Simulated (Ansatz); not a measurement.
Runs of Ansatz 0.2.0 on Cs. The structure is cubic, space group Im-3m (No. 229). Conventional cell: a = 6.257 Å, b = 6.257 Å, c = 6.257 Å, α = 90.00°, β = 90.00°, γ = 90.00°. 

```tsv
level	pressure (GPa)	relaxed volume (Å³/atom)
RPBE	0.0	131.57
revPBE	0.0	(b)
BLYP	0.0	122.48
LDA	0.0	96.45
PBE	0.0	(a)
PBEsol	0.0	109.30
```

Alike in all rows: task relaxation of cell and atoms; potentials or basis all-electron LAPW, scalar-relativistic; no spin polarisation; cell relaxed; k mesh 6 × 6 × 6; smearing fermi-dirac 0.05 eV; basis error allowed 0.001 eV/atom.

Fill in the values left out.

(a) 117.24; (b) 129.46.

Caveats: the volume moved by over 15 % at a fixed basis, so the end points are rough (some runs).
